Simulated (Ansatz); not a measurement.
# RbCl (Fm-3m) in Ansatz: single point with exchange-only PBE

Aim: the single point of RbCl with exchange-only PBE.

Everything below comes from runs of Ansatz 0.2.0. Logs are shortened: lines on timing, memory, paths and dates and some standing lists are left out, and cuts for length are marked.

## 1. The crystal as given

It takes space group Fm-3m (No. 225, cubic). Conventional cell: a = 6.548 Å, b = 6.548 Å, c = 6.548 Å, α = 90.00°, β = 90.00°, γ = 90.00°. Rb (site symmetry m-3m) is surrounded by 6 Cl at 3.27 Å. Around Cl (site symmetry m-3m) lie 6 Rb at 3.27 Å.

## 2. Single point, exchange-only PBE

File input.yaml:

```yaml
crystal:
  lattice: { a: 6.548, b: 6.548, c: 6.548, alpha: 90.0, beta: 90.0, gamma: 90.0 }
  space_group: 225
  reduce_to_primitive: true
  atoms:
    - { symbol: Rb, wyckoff: "4a", position: [0.0, 0.0, 0.0] }
    - { symbol: Cl, wyckoff: "4b", position: [0.5, 0.0, 0.0] }
hamiltonian:
  xc: { exchange: pbe, correlation: none }
  pseudopotentials: { kind: paw }
kpoints:
  mp_grid: { grid: [7, 7, 7] }
scf:
  occupations: { method: fixed }
output:
  forces: true
  stress: true
  eigenvalues: true
```

Potentials or basis: Ansatz PAW.

Started as:

```bash
ansatz run input.yaml --threads 1 --pin off --max-ram 2560MiB --backend cpu --events-out ev --progress --plain --runs-dir out
```

Standard output:

```text
Warning: RAYON_NUM_THREADS=1 ignored (pool sized by the plan → 1); use --threads N
crystal.space_group: 225 is read as Fm-3m: the typed cell holds Rb4Cl4 (Rb 4a, Cl 4b). Least distances (Å): Rb–Rb 4.630, Rb–Cl 3.274, Cl–Cl 4.630
crystal.space_group generates its sites in this order, which a site index counts, at these fractional coordinates of the primitive cell where crystal.reduce_to_primitive is true, and else of the cell that is read (crystal.supercell repeats the list replica by replica, and crystal.defects acts on that): 0: Rb [0.000000, 0.000000, 0.000000]; 1: Cl [0.500000, 0.500000, 0.500000];
Engine: ansatz 0.2.0, aarch64-unknown-linux-gnu
Pseudopotentials: kind: paw
Pseudopotential: Rb, paw, valence charge 9, recommended cutoff 420 eV (normal), Rb.paw.azcp
Pseudopotential: Cl, paw, valence charge 7, recommended cutoff 420 eV (normal), Cl.paw.azcp
Functional definition: unnamed
  exchange = pbe_x
  correlation = 0
Crystal: 2 atoms, lattice volume = 70.189 Å³
Basis set: ecut = 420 eV, 1363 PW (Γ), exchange–correlation on 64×64×64 points (8 copies of the dense FFT grid, shifted against one another)
Bands: 12, of which v1, the nominal top of the filled ones, is band 8 counted from 1 (7 counted from 0)
Symmetry: 48 space group operations
Space group: Fm-3m (ITA 225), of the structure as read, at distance tolerance 4.1e-5 Å
k-points: 20 of 343
Non-local potential: Rb, projectors of the file, l = 0: 3, l = 1: 2, l = 2: 2
Non-local potential: Cl, projectors of the file, l = 0: 2, l = 1: 2, l = 2: 2
PAW form: soft (Blöchl's): semilocal exchange-correlation on the pseudo side does not see the compensation charge
PAW frozen core: Rb, regenerated for the run's functional, and the local potential with it (the file was generated under x = pbe(κ = 0.804, μ = 0.2195149727645171), c = pbe(β = 0.06672455060314922))
PAW frozen core: Cl, regenerated for the run's functional, and the local potential with it (the file was generated under x = pbe(κ = 0.804, μ = 0.2195149727645171), c = pbe(β = 0.06672455060314922))
PAW one-centre angular grid: Rb, 110 points (default); XC on 64 Gauss nodes
PAW one-centre angular grid: Cl, 110 points (default); XC on 64 Gauss nodes
Initial density: superposition of atomic densities (neutral atoms: chi_scale 0, normalization atom), corrected by the library's trained network
Initial wavefunctions: pseudopotential atomic-orbital guess
Functional: x = pbe(κ = 0.804, μ = 0.2195149727645171), c = none
SCF iter   1: F=—  HF=-4283.078636 eV  |F-HF|=—  |Δ(HF+E_count)|=         —  Δρ=3.20e-3  dr2=1.02e-2  ethr=1.77e-3  ⟨swp⟩=6.0  Hψ=1376  notcnv=0  defer=38
preconditioner: auto → none  [insulator: Δε(μ)=4.882 eV  Ē_g=13.640 eV  n_scr=14 (ndim 8)  ℏωp=16.6 eV  f_vac=0.096  ε∞_Penn≈2.5]
SCF iter   2: F=—  HF=-4283.074870 eV  |F-HF|=—  |Δ(HF+E_count)|=   3.77e-3  Δρ=8.79e-4  dr2=4.69e-4  ethr=6.36e-5  ⟨swp⟩=2.9  Hψ=596  notcnv=0  defer=38
SCF iter   3: F=—  HF=-4283.074763 eV  |F-HF|=—  |Δ(HF+E_count)|=   1.07e-4  Δρ=3.12e-4  dr2=5.12e-5  ethr=2.93e-6  ⟨swp⟩=2.4  Hψ=407  notcnv=0  defer=38
SCF iter   4: F=—  HF=-4283.074757 eV  |F-HF|=—  |Δ(HF+E_count)|=   5.70e-6  Δρ=1.29e-4  dr2=5.12e-6  ethr=3.20e-7  ⟨swp⟩=2.0  Hψ=297  notcnv=0  defer=38
iter 5 did not close the SCF: its close was put off for the readings that it lacked (scf_convergence_deferred on its scf_iter line)
SCF iter   5: F=-4283.074759 eV  HF=-4283.074759 eV  |F-HF|=4.78e-8  |Δ(HF+E_count)|=   2.09e-6  Δρ=8.04e-6  dr2=1.72e-8  ethr=3.20e-8  ⟨swp⟩=2.9  Hψ=415  notcnv=0  defer=38
SCF iter   6: F=-4283.074759 eV  HF=-4283.074759 eV  |F-HF|=3.15e-10  |Δ(HF+E_count)|=   5.30e-8  Δρ=5.45e-7  dr2=1.57e-10  ethr=1.07e-10  ⟨swp⟩=6.8  Hψ=1432  notcnv=0
SCF 1 converged in 6 iterations: F = -4283.074759 eV  dr2 = 1.57e-10
SCF converged after 6 iterations
Free energy (F): -4283.074759 eV
Harris-Foulkes:  -4283.074759 eV  (|F-HF|=3.15e-10)
Internal energy: -4283.074759 eV  (E = F + TS)
E sigma→0 (E₀):  -4283.074759 eV
Fermi energy:    2.360241 eV
--- Per-component energies (eV) ---
  E_band       = -83.376951
  E_kinetic    = 353.815912
  E_local      = -800.091802  (includes V_loc(G=0)·N_el)
  E_nonlocal   = 200.632990
  E_hartree    = 216.900840
  E_xc         = -218.781291
  E_vxc        = -237.694044  (∫ρ·V_xc dr)
  E_paw        = -3229.346422  (= ΣΔE_a)
  E_vpaw       = -33.841964  (= ΣTr[D̂ρ^β])
  E_aug_tail   = 0.000091  (compensation charges beyond the density's cutoff)
  E_ewald      = -806.338818
  E_core_change = 0.133741  (= ΣΔE_core)
  E_smearing   = -0.000000  (= −TS)
  E_closure    = -0.000000  (closes the sum)
  Σ components = -4283.074759   (vs F -4283.074759, Δ=0.00e0)
--- Forces (eV/Å), atoms counted from 1 ---
  atom   1  Rb    -0.00000000     0.00000000     0.00000000
  atom   2  Cl     0.00000000     0.00000000     0.00000000
  max |Σ_I F_I| component: 3.55e-30 eV/Å
--- Stress (GPa, compression-positive) ---
        4.358049       0.000000       0.000000
        0.000000       4.358049       0.000000
        0.000000       0.000000       4.358049
  P = ⅓ Tr σ = 4.3580 GPa (43.580 kbar)
--- Band table (eV; the first three rows and the last of 20) ---
  k-point 0: bands = ["-21.4308", "-9.6328", "-5.4997", "-5.4997", "-5.4997", "2.3602", "2.3602", "2.3602", "7.3087", "10.2445", "10.2445", "10.2445"]
  k-point 1: bands = ["-21.4275", "-9.6457", "-5.5022", "-5.5022", "-5.4947", "2.1536", "2.2893", "2.2893", "7.7888", "10.1078", "10.5025", "10.5025"]
  k-point 2: bands = ["-21.4200", "-9.6743", "-5.5078", "-5.5078", "-5.4837", "1.7621", "2.1376", "2.1376", "8.9093", "10.0524", "11.2370", "11.2370"]
  k-point 19: bands = ["-21.4082", "-9.6239", "-5.7091", "-5.6496", "-5.4961", "1.8779", "2.1065", "2.1167", "9.6594", "10.3567", "11.6912", "11.8601"]
```

Run time: 1 s. Hardware: 1 thread of Arm Neoverse V2, shared host; peak memory 0.29 GiB.

Results:

* Free energy: -4283.0748 eV
* Pressure: 4.4 GPa
* Band gap on the k mesh: 4.95 eV, direct

Caveat: odd divisions of the mesh miss points on the zone boundary, where band edges often lie, so the gap on the mesh can be too wide; the PAW data sets come from PBE, with cores solved anew for the run's functional, which leaves a small shift of forces and pressure. A k mesh can miss the band edges.
